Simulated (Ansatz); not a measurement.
## Zone-centre phonons of AlN at 2 GPa: input and output

These are results of DFT PBEsol, scalar-relativistic, plane waves, PAW (Ansatz), not measurements.

Launched with:
```bash
ansatz run input.yaml --threads 1 --pin off --max-ram 3072MiB --backend cpu --events-out ev --progress --plain --runs-dir out
```

Input (bare energies are in eV):
```yaml
crystal:
  lattice:
    - [0.0, 2.1817086678, 2.1817086678]
    - [2.1817086678, 0.0, 2.1817086678]
    - [2.1817086678, 2.1817086678, 0.0]
  atoms:
    - { symbol: Al, position: [0.0, 0.0, 0.0] }
    - { symbol: "N", position: [0.75, 0.75, 0.75] }
basis:
  ecutwfc: 420
kpoints:
  mp_grid: { grid: [10, 10, 10] }
hamiltonian:
  xc: pbesol
scf:
  occupations: { method: fixed }
output:
  eigenvalues: true
phonons:
  method: dfpt
  dielectric: true
  rigid_motions: translations
  eigenvectors: true
```

Results section of the output:
```
--- Phonons (Γ-DFPT): 2 representative perturbations + reference, on 171 of 1000 k-points (Σ response iterations 6) ---
  k mesh reduced under 4 symmetry operations, with k and −k counted as one. Each operation leaves every solved perturbation unchanged. A smaller set is not considered because the run solves the response ...
  ASR residual: 1.880e-4 → 0.000e0 eV/Å²; symmetrization residual: 1.040e-6 eV/Å²
  ASR residual per site (eV/Å²): 6.74e-5 1.88e-4
  Γ frequencies (cm⁻¹): 0.00 0.00 0.00 657.66 657.66 657.66
  ε∞ (high-frequency dielectric tensor):
        4.627560     0.000000     0.000000
        0.000000     4.627560     0.000000
        0.000000     0.000000     4.627560
  ε⁰ (static dielectric tensor: ions relaxed, cell fixed):
        8.480187    -0.000000     0.000000
       -0.000000     8.480187     0.000000
        0.000000     0.000000     8.480187
  ε⁰ − ε∞ (ionic part):
        3.852627    -0.000000     0.000000
       -0.000000     3.852627     0.000000
        0.000000     0.000000     3.852627
  softest optical mode at Γ: 657.66 cm⁻¹; the repairs (sum rule, projections) moved no ω² at Γ by more than (1.94 cm⁻¹)²
  Born effective charges Z* (e; rows j = field, columns β = displacement):
    site 0:
         2.54655    0.00000   -0.00000
        -0.00000    2.54655    0.00000
         0.00000    0.00000    2.54655
    site 1:
        -2.54655   -0.00000    0.00000
         0.00000   -2.54655   -0.00000
        -0.00000   -0.00000   -2.54655
  Z* charge neutrality: 9.862e-4 e pre-enforcement
  solved inside a basis spanned on kpoints, on 10×10×10 k-points, its susceptibility summed on 14×14×14: ε∞ is read to err by 1.2e-2, Z* by 9.0e-3 e (field_mesh: kpoints solves on kpoints); Z* is corrected for ...
  optical modes at Γ without the LO–TO term, one row a degenerate level:
      ω (cm⁻¹) modes IR ((D/Å)²/amu)
        657.66      3            48.6785
  optical modes at Γ + LO–TO along q̂ = [1.0000, 0.0000, 0.0000]:
      ω (cm⁻¹) modes IR ((D/Å)²/amu)
        657.66      2            32.4523
        890.28      1            16.2262
  optical modes at Γ + LO–TO along q̂ = [0.0000, 1.0000, 0.0000]:
      ω (cm⁻¹) modes IR ((D/Å)²/amu)
        657.66      2            32.4523
        890.28      1            16.2262
  optical modes at Γ + LO–TO along q̂ = [0.0000, 0.0000, 1.0000]:
      ω (cm⁻¹) modes IR ((D/Å)²/amu)
        657.66      2            32.4523
        890.28      1            16.2262
```

Time: 32 s on 1 thread of Intel(R) Xeon(R) Platinum 8259CL CPU @ 2.50GHz (Skylake/Cascade Lake), on a shared host, peak memory 0.5 GiB.

This zinc-blende form isn't the usual stable structure of the compound at low pressure.